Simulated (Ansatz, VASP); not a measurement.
## Two plane-wave programs on Ta

```xyz
1
Lattice="-1.5831 1.5831 1.5831 1.5831 -1.5831 1.5831 1.5831 1.5831 -1.5831" Properties=species:S:1:pos:R:3 pbc="T T T"
Ta    0.0000    0.0000    0.0000
```

Alike in both runs: functional LDA; k mesh 17 × 17 × 17; occupations fermi-dirac, width 0.08 eV; no spin polarisation.

Ansatz relaxed the structure, and its values are those at the end. VASP's run is a single point on that final structure, the one shown.

```csv
,VASP,Ansatz
version,VASP 6.6.1,Ansatz 0.2.0
potentials or method,"VASP PAW LDA potentials, release 64 (Ta_pv)","PAW with Ansatz's default frozen-core files, scalar-relativistic"
plane-wave cutoff (eV),520,420
valence electrons in the cell,11,13
```

|  | VASP | Ansatz | Ansatz less VASP |
| --- | --- | --- | --- |
| pressure (GPa) | 22.2 | 21.0 | -1.17 |

The two sets of potentials don't hold the same shells in valence.

Caveats: so large a pressure means that the cell lies far from this level's equilibrium, or that cutoff or potentials fall short (VASP). Spin-orbit coupling is left out, which matters for the levels of Ta.
